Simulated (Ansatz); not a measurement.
Cs2AgBiBr6:

```
Bi Cs Ag Br
1.0
     0.00000    5.61610    5.61610
     5.61610    0.00000    5.61610
     5.61610    5.61610    0.00000
Bi Cs Ag Br
1 2 1 6
Cartesian
  0.0000 0.0000 0.0000
  8.4242 8.4242 8.4242
  2.8081 2.8081 2.8081
  5.6161 5.6161 5.6161
  5.6161 5.6161 8.4180
  5.6161 5.6161 2.8142
  2.8142 5.6161 5.6161
  5.6161 8.4180 5.6161
  8.4180 5.6161 5.6161
  5.6161 2.8142 5.6161
```

| Property | Result |
| --- | --- |
| Program | Ansatz 0.2.0 |
| Task | single point |
| Functional | PBEsol |
| Potentials or basis | Ansatz PAW |
| Cutoff | 420 eV (not typed: the program's choice for these potentials) |
| k mesh | 4 × 4 × 4 |
| Occupations | fermi-dirac, width 0.05 eV |
| Spin | no spin polarisation |

On this cell: pressure 0.0 GPa; largest force 0.302 eV/Å; band gap on the k mesh 1.17 eV, indirect (least direct gap 2.39 eV).

The same run follows on a disturbed copy (atoms moved at random, drawn with an rms of 0.05 Å):

```xyz
10
Lattice="0.0000 5.6161 5.6161 5.6161 0.0000 5.6161 5.6161 5.6161 0.0000" Properties=species:S:1:pos:R:3 pbc="T T T"
Bi    0.0306    0.0328    0.0251
Cs    8.4648    8.4099    8.3889
Cs    2.8272    2.8437    2.8540
Ag    5.5899    5.6636    5.6202
Br    5.6345    5.6047    8.4106
Br    5.6177    5.6342    2.8553
Br    2.8140    5.6118    5.6334
Br    5.6051    8.4326    5.6673
Br    8.3975    5.6324    5.6045
Br    5.5996    2.7827    5.6232
```

Q: What does the disturbed cell give?

A: The energy moves by +1.7 meV/atom; pressure 0.0 GPa; largest force 0.593 eV/Å; band gap on the k mesh 1.14 eV, indirect (least direct gap 2.37 eV).

Forces on the atoms (eV/Å):
```
Bi  -0.320 -0.275 -0.080
Cs  -0.014  0.010  0.021
Cs  -0.004 -0.011 -0.014
Ag   0.090 -0.047  0.042
Br   0.003 -0.010 -0.149
Br  -0.006  0.002  0.172
Br   0.363  0.000  0.004
Br   0.000 -0.251 -0.005
Br  -0.127 -0.011  0.011
Br   0.014  0.593 -0.003
```

Stress tensor (GPa, compression positive):
```
-0.08 -0.01 -0.01
-0.01  0.31  0.00
-0.01  0.00 -0.25
```

Caveats: spin-orbit coupling is left out, which as a rule narrows the gap of such compounds by several tenths of an eV; the PAW data sets come from PBE, with cores solved anew for the run's functional, which leaves a small shift of forces and pressure.

A k mesh can miss the band edges.
